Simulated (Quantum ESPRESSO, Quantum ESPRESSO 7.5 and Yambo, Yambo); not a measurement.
## CsH (Fm-3m): Bethe-Salpeter spectra with Yambo

Aim: the absorption spectrum of CsH (Fm-3m) with electron-hole interaction, and what each part of the kernel does.

Program: Quantum ESPRESSO 7.5 and Yambo 5.3.0. Level of theory: PBEsol and many-body steps on it, plane waves. Results are calculated unless marked as measured.

The database entry behind the starting cell differs from later determinations by our own check (0.1 to 0.3 % short, probably kX units), so it need not match the best structure at ambient conditions.

### Step 1. The structure

Symmetry: Fm-3m, No. 225, cubic system. Conventional cell: a = 6.376 Å, b = 6.376 Å, c = 6.376 Å, α = 90.00°, β = 90.00°, γ = 90.00°. Nearest to Cs lie 6 H at 3.19 Å. H has 6 Cs at 3.19 Å nearest. Farther neighbours are not listed.

The cell and positions come from the Crystallography Open Database and are kept as given unless a step says otherwise. Spin-orbit coupling is left out unless a step names it.

### Step 2. Empty states on the mesh, 4×4×4 mesh, 152 bands

This step: Quantum ESPRESSO 7.5; DFT, PBEsol, plane waves, norm-conserving pseudopotentials.

The sums over transitions need many empty states on a uniform mesh; this step solves for them.

pw.in reads:

```
&control
  calculation = 'nscf'
  prefix = 'x'
  outdir = 'o'
  pseudo_dir = 'pseudo'
/
&system
  ibrav = 0
  nat = 2
  ntyp = 2
  ecutwfc = 64.0
  nbnd = 152
  force_symmorphic = .true.
/
&electrons
  conv_thr = 1e-9
  electron_maxstep = 80
  diago_full_acc = .true.
  diago_thr_init = 5e-6
/
ATOMIC_SPECIES
  Cs 132.91 Cs.upf
  H 1.008 H.upf
CELL_PARAMETERS angstrom
  -0.0000000000 3.1880000000 3.1880000000
  3.1880000000 -0.0000000000 3.1880000000
  3.1880000000 3.1880000000 -0.0000000000
ATOMIC_POSITIONS crystal
  Cs 0.0000000000 0.0000000000 0.0000000000
  H 0.5000000000 0.5000000000 0.5000000000
K_POINTS automatic
  4 4 4 0 0 0
```

Launch:

```console
> OMP_NUM_THREADS=1 mpirun -n 4 pw.x -nk 4 -in pw.in > pw.out
```

The program printed:

```text
Program PWSCF v.7.5 starts

     This program is part of the open-source Quantum ESPRESSO suite
     for quantum simulation of materials; please cite
         "P. Giannozzi et al., J. Phys.:Condens. Matter 21 395502 (2009);
         "P. Giannozzi et al., J. Phys.:Condens. Matter 29 465901 (2017);
         "P. Giannozzi et al., J. Chem. Phys. 152 154105 (2020);
     in publications or presentations arising from this work. More details at

     Atomic positions and unit cell read from directory:
     o/x.save/

     Message from routine setup:
[...]
k =-0.3536-0.3536 0.3536 (  3798 PWs)   bands (ev):

[...]
[... 7 further rows ...]
    88.0450  88.6874  89.8058  90.0384  90.0384  90.2229  90.4794  90.4794
    90.7419  92.4128  92.4128  93.8900  94.3084  94.3084  94.4142  94.4142

          k = 0.3536 0.0000 0.0000 (  3767 PWs)   bands (ev):

     [... further k-points ...]

     highest occupied, lowest unoccupied level (ev):     3.2614    5.4106

     XML data file, pseudopotentials, collected wavefunctions

=------------------------------------------------------------------------------=
   JOB DONE.
=------------------------------------------------------------------------------=
```

It took 12 s on 4 MPI ranks of Arm Neoverse V2, shared host; peak memory 0.4 GiB.

This step gave:

* gap: 2.149 eV
* k of the valence top: 0, 0, -0.5
* k of the conduction bottom: 0, 0, -0.5
* least direct gap: 2.149 eV
* k points computed: 8
* lowest point of the top converged band, above the valence top: 90.4498 eV

On this mesh the gap is 2.149 eV.

The density comes from a self-consistent run that is not shown.

### Step 3. Conversion and set-up

This step: Yambo 5.3.0; conversion and set-up on PBEsol, plane waves, norm-conserving pseudopotentials.

The states are converted to the many-body program's format and the q mesh is built.

Launch:

```console
> (cd o/x.save; p2y > p2y.log; mv SAVE ../..); yambo > setup.log
```

The program printed:

```text
 Yambo, version 5.3.0

 [02] CORE Variables Setup
 =========================

  [02.01] Unit cells
  ==================

  Cell kind             :  FCC
  Atoms in the cell     :  Cs  H
  number of Cs atoms    :  1
  number of H  atoms    :  1

  List of atomic masses
  Mass of Cs    :  132.9100
  Mass of H     :  1.008000

  List of atomic coordinates    : [cc]
  Cs1       :  0.000000  0.000000  0.000000  order 1
  H1       :  6.024447  6.024447  6.024447  order 2

  Alat factors          :  6.024447  6.024447  6.024447 [a.u.]
  Direct lattice volume :  437.3021 [a.u.]
[...]
==========================================

 IBZ Q-points                                      :   8
 BZ  Q-points                                      :   64

 K/Q-points units:
 rlu = crystal or reduced units; cc = cartesian coordinates; iku = interal k-units

 Q [1]          [rlu]:  0.000000  0.000000  0.000000
 Q [2]          [rlu]: -0.48926E-17 -0.48926E-17  0.25000
 Q [3]          [rlu]:  0.97851E-17  0.97851E-17 -0.50000
[...]
Q [7]          [rlu]: -0.13221E-16 -0.50000     -0.50000
 Q [8]          [rlu]:  0.250000 -0.500000 -0.250000

  [03.01] X indexes
  =================

   [03.01.01] Sigma indexes
   ========================

 [06] Game Over & Game summary
```

The job ended after 2.3 s (1 MPI rank; peak memory 0.25 GiB).

### Step 4. Screening and self-energy, 4×4×4 mesh, 152 bands, screening to 163.3 eV

G0W0 replaces the xc potential by the self-energy, built once from these orbitals. Only a window of levels is corrected, while the sums run over the empty bands that the input names.

This step: G0W0 on PBEsol, plane waves, norm-conserving pseudopotentials.

gw1.in reads:

```
HF_and_locXC
gw0
dyson
ppa
em1d
rim_cut
RandQpts= 1000000
RandGvec= 1 RL
EXXRLvcs= 64 Ry
VXCRLvcs= 256 Ry
Chimod= "HARTREE"
% BndsRnXp
 1 | 152 |
%
NGsBlkXp= 12 Ry
% LongDrXp
 1 | 1 | 1 |
%
% GbndRnge
 1 | 152 |
%
DysSolver= "n"
ExtendOut
PPAPntXp= 27.21138 eV
% QPkrange
 1 | 8 | 2 | 10 |
%
```

Launch:

```console
> OMP_NUM_THREADS=1 mpirun -n 4 yambo -F gw1.in -J gw1 -C gw1 > gw1.log
```

The program printed:

```text
 Yambo, version 5.3.0

 [02] CORE Variables Setup
 =========================

  [... cell, symmetries and grids as in the set-up ...]

  [02.05] Energies & Occupations
  ==============================

  [X] === General ===
  [X] Electronic Temperature                        :  0.000000  0.000000 [eV K]
  [X] Bosonic    Temperature                        :  0.000000  0.000000 [eV K]
  [X] Finite Temperature mode                       : no
  [X] El. density                                   :  0.15432E+24 [cm-3]
[...]
Sx RL components                                 :   3839

   QP @ state[ 1 ] K range                          :   1   8
   QP @ state[ 1 ] b range                          :   2  10
   GF energies kind                                 : Perdew, Burke & Ernzerhof SOL(X)+Perdew, Burke & Ernzerhof SOL(C)
   GF WF`s kind                                     : Perdew, Burke & Ernzerhof SOL(X)+Perdew, Burke & Ernzerhof SOL(C)
   Xs energies kind                                 : Perdew, Burke & Ernzerhof SOL(X)+Perdew, Burke & Ernzerhof SOL(C)
   Xs WF`s kind                                     : Perdew, Burke & Ernzerhof SOL(X)+Perdew, Burke & Ernzerhof SOL(C)

 [11] Game Over & Game summary
```

Wall time 10 min (4 MPI ranks); peak memory 1.7 GiB; 41 min of CPU time.

This step gave:

```yaml
g0w0_gap_on_the_mesh: 4.309 eV
starting_gap_on_the_mesh: 2.149 eV
k_of_the_valence_top: 0, 0, -0.5
k_of_the_conduction_bottom: 0, 0, -0.5
least_direct_g0w0_gap_on_the_computed_points: 4.309 eV
```

The gap on the mesh goes from 2.15 eV to 4.31 eV, a correction of +2.16 eV.

The gap opens by 2.160 eV; the next steps shift the empty bands rigidly by 2.160 eV.

### Step 5. Excitons

Light makes an electron and a hole together. The Bethe-Salpeter equation adds their screened attraction and their exchange, in a window of bands around the gap.

This step: Bethe-Salpeter equation on PBEsol with a scissors shift, plane waves, norm-conserving pseudopotentials.

bse3.in reads:

```
optics
bss
bse
em1s
dipoles
rim_cut
RandQpts= 1000000
RandGvec= 1 RL
Chimod= "HARTREE"
BSKmod= "SEX"
BSEmod= "resonant"
BSSmod= "d"
BSENGexx= 30 Ry
BSENGBlk= 6 Ry
% BSEQptR
 1 | 1 |
%
% BSEBands
 2 | 11 |
%
% BEnRange
 0 | 9 | eV
%
% BDmRange
 0.1 | 0.1 | eV
%
BEnSteps= 181
% BLongDir
 1 | 0 | 0 |
%
% BndsRnXs
 1 | 73 |
%
NGsBlkXs= 6 Ry
% LongDrXs
 1 | 1 | 1 |
%
% KfnQP_E
 2.16 | 1.0 | 1.0 |
%
WRbsWF
```

Launch:

```console
> OMP_NUM_THREADS=1 mpirun -n 4 yambo -F bse3.in -J bse3 -C bse3 > bse3.log
```

The program printed:

```text
 Yambo, version 5.3.0

 [02] CORE Variables Setup
 =========================

  [... cell, symmetries and grids as in the set-up ...]

  [02.05] Energies & Occupations
  ==============================

  [X] === General ===
  [X] Electronic Temperature                        :  0.000000  0.000000 [eV K]
  [X] Bosonic    Temperature                        :  0.000000  0.000000 [eV K]
  [X] Finite Temperature mode                       : no
  [X] El. density                                   :  0.15432E+24 [cm-3]
  [X] Fermi Level                                   :  3.261446 [eV]

  [X] === Gaps and Widths ===
  [X] Conduction Band Min                           :  2.149182 [eV]
  [X] Valence Band Max                              :  0.000000 [eV]
  [X] Filled Bands                                  :   5
  [X] Empty Bands                                   :    6  152
  [X] Direct Gap                                    :  2.149182 [eV]
  [X] Direct Gap localized at k                     :  3
  [X] Indirect Gap                                  :  2.149182 [eV]
  [X] Indirect Gap between kpts                     :  3  3
  [X] Last valence band width                       :  1.775611 [eV]
  [X] 1st conduction band width                     :  2.995424 [eV]

 [03] Transferred momenta grid and indexing
 ==========================================

 [BZ sampling] Q-grid is User defined and/or read from the database

 IBZ Q-points                                      :   8
 BZ  Q-points                                      :   64

 K/Q-points units:
 rlu = crystal or reduced units; cc = cartesian coordinates; iku = interal k-units

 Q [1]          [rlu]:  0.000000  0.000000  0.000000
 Q [2]          [rlu]: -0.48926E-17 -0.48926E-17  0.25000
 Q [3]          [rlu]:  0.97851E-17  0.97851E-17 -0.50000
 Q [4]          [rlu]:  0.66107E-17  0.25000      0.25000
 Q [5]          [rlu]:  0.78423E-17  0.25000      0.50000
 Q [6]          [rlu]:  0.97851E-17  0.25000     -0.25000
 Q [7]          [rlu]: -0.13221E-16 -0.50000     -0.50000
 Q [8]          [rlu]:  0.250000 -0.500000 -0.250000

  [03.01] X + BSE indexes
  =======================

   [03.01.01] Sigma indexes
   ========================

 [04] Coloumb potential Random Integration (RIM)
 ===============================================

  [04.01] RIM initialization
  ==========================

  * Diagonal components only detected *

  8 x (sBL volume)        :  0.070904 [a.u.]
  sBZ random points       :  1000000
  Points outside the sBZ  :   7968281
  RL volume               :  0.567229 [a.u.]
  Integrated volume       :  0.569486 [a.u.]

  [04.02] RIM integrals
  =====================

  Gamma point sphere radius             :  0.075077 [a.u.]
  Points outside the sphere             :   800476
  [Int_sBZ(q=0) 1/q^2]*(Vol_sBZ)^(-1/3) =:  7.776341
                                 should be <:  7.795600

  Summary of Coulomb integrals for non-metallic bands |Q|[au] RIM/Bare

  Q [1] 0.100000E-4 0.997530 * Q [2] 0.225805 1.070250
  Q [4] 0.260737 1.068048 * Q [6] 0.368738 1.029370
  Q [5] 0.432383 1.023545 * Q [3] 0.451610 1.020007
  Q [7] 0.521474 1.016898 * Q [8] 0.583026 1.014037

 [WARNING] [Xs] User bands 1-73 break level degeneracy

 [05] External/Internal QP corrections
 =====================================

 [QP_apply] Action to be applied: USER defined scissor

  [05.01]  QP corrections report
  ==============================

  [K+QP] === General ===
  [K+QP] Electronic Temperature                     :  0.000000  0.000000 [eV K]
  [K+QP] Bosonic    Temperature                     :  0.000000  0.000000 [eV K]
  [K+QP] Finite Temperature mode                    : no
  [K+QP] El. density                                :  0.15432E+24 [cm-3]
  [K+QP] Fermi Level                                :  0.000000 [eV]

  [K+QP] === Gaps and Widths ===
  [K+QP] Conduction Band Min                        :  4.309182 [eV]
  [K+QP] Valence Band Max                           :  0.000000 [eV]
  [K+QP] Filled Bands                               :   5
  [K+QP] Empty Bands                                :    6  152
  [K+QP] Direct Gap                                 :  4.309182 [eV]
  [K+QP] Direct Gap localized at k                  :  3
  [K+QP] Indirect Gap                               :  4.309182 [eV]
  [K+QP] Indirect Gap between kpts                  :  3  3
  [K+QP] Last valence band width                    :  1.775611 [eV]
  [K+QP] 1st conduction band width                  :  2.995424 [eV]

  [coarse-grid] Minimum Bare Gap        [ev]:  2.149182
  [coarse-grid] Minimum Gap Correction  [ev]:  2.160000

  Eqp @ K [1]
  -21.45331  -7.88570  -7.88570  -7.88570  -1.77561   7.30461   7.30461   7.30461
    7.97364   9.07804   9.07804  10.40602  11.31496  11.31496  11.31496  16.69428
  Eqp @ K [2]
  -21.41468  -8.34214  -7.93327  -7.93327  -0.94896   5.67698   7.32457   7.32457
    7.92946   8.79966   8.79966  12.39898  13.59647  13.59647  13.80585  15.22576
  Eqp @ K [3]
  -21.37539  -8.73240  -7.97962  -7.97962   0.00000   4.30918   6.84290   6.84290
    9.21546  10.46655  10.46655  11.80871  12.54992  12.54992  14.97201  16.00645
  Eqp @ K [4]
[...]
Eqp @ K [5]
[...]
8.77958  10.62766  10.82184  11.44837  12.57911  14.29585  14.85367  15.12309
  [... 2 further k-points ...]
  Eqp @ K [8]
  -21.35025  -8.39298  -8.39298  -8.20460  -0.73528   6.24501   6.24501   7.24078
   10.46663  10.85902  10.85902  11.03533  11.55155  14.89248  14.89248  15.60656

 [06] Dipoles
 ============

  [06.01] Setup: observables and procedures
  =========================================

  [WARNING] [r,Vnl^pseudo] included in position and velocity dipoles.

  [WARNING] In case H contains other non local terms, these are neglected

 [07] Static Dielectric Matrix
 =============================

 [WR./bse3//ndb.em1s]------------------------------------------------------------
  Brillouin Zone Q/K grids (IBZ/BZ)                :    8   64    8   64
  RL vectors                                       :   4645 [WF]
  Coulomb cutoff potential                         : none
  Electronic Temperature                           :  0.000000 [K]
  Bosonic    Temperature                           :  0.000000 [K]
  Static diel. fun.  energies                      : Perdew, Burke & Ernzerhof SOL(X)+Perdew, Burke & Ernzerhof SOL(C)
  wavefunctions                                    : Perdew, Burke & Ernzerhof SOL(X)+Perdew, Burke & Ernzerhof SOL(C)
  Global Gauge                                     : length
  X matrix size                                    :  137
  X band range                                     :    1   73
  X e/h energy range                               : -1.000000 -1.000000 [eV]
  X Time ordering                                  : T
  X Hxc Kernel                                     : HARTREE
  X Drude frequency                                :  0.000000  0.000000
  X poles                                          :  100.0000 [o/o]
  RL vectors in the sum                            :   4645
  [r,Vnl] included                                 : yes
  Field direction                                  :  0.577350E-5  0.577350E-5  0.577350E-5
  BZ energy Double Grid                            : no
  BZ energy DbGd points                            : 0
  BZ Q point size factor                           : -1.000000
  X Optical Averaged directions                    : none

 [08] Bethe Salpeter Equation driver
 ===================================

  [08.01] Bethe Salpeter Equation @q1
  ===================================

   [08.01.01] Transition pre-analysis @q1
   ======================================

   [08.01.02] Transition Groups build-up @q1
   =========================================

   [BSK] Transition groups (total):  16
   [BSK] Size (resonant):  1536
   [BSK]         (total):  1536
   [BSK] N. of matrices :  1

   [08.01.03] Loading Dipoles @q1
   ==============================

   [08.01.04] Independent Particles properties @q1
   ===============================================

   ==========================================================

   [BSE] Exchange components :  1291
   [BSE] Correlation components :   137   459

    [08.01.05.01] Screened interaction header I/O
    =============================================

    [08.01.05.02] Main kernel loop
    ==============================

    [08.01.05.03] Wave-Function Phases
    ==================================

    [BSE] WF phases found       :  52.91667 [o/o]

   [08.01.06] BSE solver(s) @q1
   ============================

   [08.01.07] Diago Solver @q1
   ===========================

 [11] Game Over & Game summary
```

Wall time 32 s (4 MPI ranks); peak memory 1.3 GiB.

Numbers from this step:

- transitions in the window: 1536
- direct gap of the transition levels: 4.309 eV
- lowest state: 3.526 eV
- first strong exciton (over a fiftieth of the strongest listed): 3.526 eV
- binding of the lowest state below the direct gap: 0.7835 eV
- Coulomb term of one mesh cell: 0.8369 eV

The binding is 0.94 times the screened Coulomb term of one mesh cell (0.84 eV), so it is not shown settled.

The lowest state lies at 3.526 eV, 0.783 eV under the direct gap.

Lines within 3 meV are set at the lowest of them, and the highest group, which the list may cut short, is left out. Exciton lines, with heights relative to the strongest:

```
position (eV)  lines merged  strength, relative
        3.526             3                  71
        3.581             1                 0.0
        4.731             3                 100
        4.875             3                 0.0
        5.010             2                 0.0
        5.015             3                 0.0
        5.018             1                 0.0
        5.104             1                 0.0
        5.108             3                 0.0
        5.237             3                 3.6
```

The ε₂ has structure finer than the step of the table below, so its rows give means over 0.25 eV, whole bins alone (the curve runs from 0 to 9 eV). Peaks (eV: height): BSE 3.550: 7.23, 4.750: 10.4, 6.050: 6.75, 7.000: 5.86, 8.650: 2.04; no electron-hole interaction 4.300: 3.60, 5.750: 6.12, 6.850: 3.13, 7.200: 3.78, 7.950: 6.90, 8.500: 3.30.

Field along x; broadening 0.1 eV; transition window only. Limits: finite bands, cutoff and mesh; no spin-orbit coupling; exciton not shown settled in the k mesh. Table of ε₂ by photon energy; means over each step:

```
photon energy (eV)     BSE  no electron-hole interaction
              0.25  0.0198                        0.0110
              0.50  0.0222                        0.0120
              0.75  0.0251                        0.0130
              1.00  0.0288                        0.0142
              1.25  0.0334                        0.0156
              1.50  0.0395                        0.0173
              1.75  0.0479                        0.0194
              2.00  0.0599                        0.0220
              2.25  0.0784                        0.0253
              2.50   0.110                        0.0296
              2.75   0.172                        0.0357
              3.00   0.337                        0.0446
              3.25    1.14                        0.0591
              3.50    5.30                        0.0866
              3.75    1.76                         0.154
              4.00   0.589                         0.445
              4.25   0.670                          2.36
              4.50    2.28                          1.09
              4.75    7.50                         0.294
              5.00    1.81                         0.238
              5.25   0.976                         0.360
              5.50   0.707                          1.16
              5.75    1.42                          4.46
              6.00    4.71                          2.44
              6.25    2.79                         0.756
              6.50    2.69                         0.652
              6.75    2.46                          1.96
              7.00    4.38                          2.43
              7.25    1.44                          3.44
              7.50   0.517                          2.15
              7.75   0.566                          2.56
              8.00   0.642                          4.90
              8.25   0.798                          1.99
              8.50   0.999                          2.57
              8.75    1.20                          1.24
```

(Part 1 of 4 ends here.)

[Paths, hosts, dates, memory and timing lines, banners, echoed tables and standing remarks are left out of the program output.]

[Logs are printed without paths, hosts, clocks, repeated set-up lines and the standing remarks that a program may print on its own settings, such as how far it seeks lower states.]

[Runs of the session that timed out or met a known fault of the program may be left out.]

[Hosts, paths, dates, database ids (printed as entryN), source tags and the programs' standing remarks are cut or masked in the printed files.]
